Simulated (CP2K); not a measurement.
TaN under changes of volume

One of the cells (10.813 Å³/atom); the others are scaled copies at fixed shape and fractional positions:

```
Ta N
1.0
     3.12728    0.00000    0.00000
     1.56364    2.70831    0.00000
     1.56364    0.90277    2.55342
Ta N
1 1
Direct
  0.50000 0.50000 0.50000
  0.00000 0.00000 0.00000
```

The cell comes from a database or a generator and needn't be the stable form of this composition.

```yaml
Program: CP2K 2026.2
Functional: r2SCAN
Potentials_or_basis: POTENTIAL_UZH Ta GTH-SCAN-q13, N GTH-SCAN-q5; TZVP-MOLOPT-SCAN-GTH basis
Density_cutoff: 9184 eV
k_mesh: 10 × 10 × 10
Occupations: fermi-dirac, width 0.05 eV
Spin: no spin polarisation
```

```csv
volume (Å³/atom),energy over the lowest point (meV/atom),pressure (GPa)
10.164,?,?
10.381,0.00,1.4
10.597,2.95,-5.6
10.813,14.87,-11.9
11.030,34.82,-17.5
11.246,61.95,-22.5
11.462,95.53,-27.0
```

Q: What does the run at 10.164 Å³/atom give?

A: Energy over the lowest point 6.97 meV/atom; pressure 9.2 GPa.

Worked out: A Birch-Murnaghan fit of order 3 (a polynomial in V^(-2/3)) to the other rows has its minimum at 10.42 Å³/atom with B0 = V·E''(V) = 347 GPa and B' = 4.2. It gives 6.99 meV/atom at 10.164 Å³/atom, against the run's 6.97, and -dE/dV = 9.1 GPa, against 9.2.

Energies are extrapolated to zero smearing.

Caveats: the basis of atomic orbitals isn't converged, which shifts pressures, moduli and gaps.
